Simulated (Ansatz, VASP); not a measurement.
# Two plane-wave programs on Se

```
Se
1.0
     4.43963    0.02620   -0.86599
     0.01615    5.03717    0.30355
    -1.43927   -0.24624    4.25828
Se
3
Direct
  0.84308 0.66342 0.53372
  0.06078 0.32989 0.97171
  0.62447 0.99621 0.75413
```

Alike in both runs: functional PBE; k mesh 6 × 6 × 6; occupations gaussian, width 0.02 eV; no spin polarisation.

Ansatz relaxed the structure, and its values are those at the end. VASP's run is a single point on that final structure, the one shown.

|  | VASP | Ansatz |
| --- | --- | --- |
| version | VASP 6.6.1 | Ansatz 0.2.0 |
| potentials or method | VASP PAW PBE potentials, release 64 (Se) | scalar-relativistic, plane waves, PAW |
| plane-wave cutoff (eV) | 520 | 420 |
| valence electrons in the cell | 18 | 48 |

|  | VASP | Ansatz | Ansatz less VASP |
| --- | --- | --- | --- |
| gap on the k mesh at the Fermi level (eV) | 1.01 | 1.02 | +0.011 |
| least direct gap on the mesh (eV) | 1.23 | 1.24 | +0.010 |
| pressure (GPa) | 0.1 | 0.0 | -0.10 |
| rms of the force components (eV/Å) | 0.015 | 0.003 | -0.0125 |

The two sets of potentials don't hold the same shells in valence.

A k mesh can miss the band edges.
